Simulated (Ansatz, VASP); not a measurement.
Al in VASP and in Ansatz

```
Al
1.0
     2.83945    0.00000    0.00000
     0.00000    2.83945    0.00000
     0.00000    0.00000   27.04676
Al
7
Cartesian
  1.4197 1.4197 7.4718
  0.0000 0.0000 9.5209
  1.4197 1.4197 11.5167
  0.0000 0.0000 13.5234
  1.4197 1.4197 15.5301
  0.0000 0.0000 17.5258
  1.4197 1.4197 19.5749
```

Alike in both runs: functional PBEsol; k mesh 12 × 12 × 1; occupations gaussian, width 0.1 eV; no spin polarisation.

Ansatz relaxed the structure, and its values are those at the end. VASP's run is a single point on that final structure, the one shown.

|  | VASP | Ansatz |
| --- | --- | --- |
| version | VASP 6.6.1 | Ansatz 0.2.0 |
| potentials or method | VASP PAW PBE potentials, release 64 (Al) | scalar-relativistic, plane waves, PAW |
| plane-wave cutoff (eV) | 520 | 420 |
| valence electrons in the cell | 21 | 21 |

```csv
,VASP,Ansatz,Ansatz less VASP
gap on the k mesh at the Fermi level (eV),none,none,-
"work function, face that differs most (eV)",4.18,4.28,+0.103
```

A gap of «none» marks a metal or a gap that the smearing closes. The functional is the same, so the differences come from potentials, cutoffs and numerics. Ansatz warned: «xc_potential_rough_in_thin_density».
